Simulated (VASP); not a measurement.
Input of a VASP 6.6.1 run:

The input INCAR:

```
  PREC = Accurate
  ENCUT = 520
  EDIFF = 1E-6
  ISMEAR = 0
  SIGMA = 0.5
  LREAL = F
  LASPH = T
  NELM = 100
  ALGO = Normal
  ISIF = 2
  LWAVE = F
  LCHARG = F
  GGA = PS
```

Contents of KPOINTS:

```
Automatic mesh
0
Gamma
  8 8 8
```

File POSCAR:

```
KF
1.0
    0.0000000000      2.6544100000      2.6544100000
    2.6544100000      0.0000000000      2.6544100000
    2.6544100000      2.6544100000      0.0000000000
K F
1 1
Direct
    0.0000000000      0.0000000000      0.0000000000
    0.5000000000      0.5000000000      0.5000000000
```

Potentials or basis: VASP PAW PBE potentials, release 64 (K_sv, F).

Launch:

```bash
$ cat potpaw_PBE.64/K_sv/POTCAR potpaw_PBE.64/F/POTCAR > POTCAR
$ mpirun -np 1 vasp_std > vasp.out
```

(1) Estimate the band gap on the k mesh.

(2) Estimate the pressure.

## Answers

(1) 6.13 eV, direct.

(2) 0.0 GPa.

Caveat: the PAW data sets were made with another functional, which shifts forces and pressure a little.
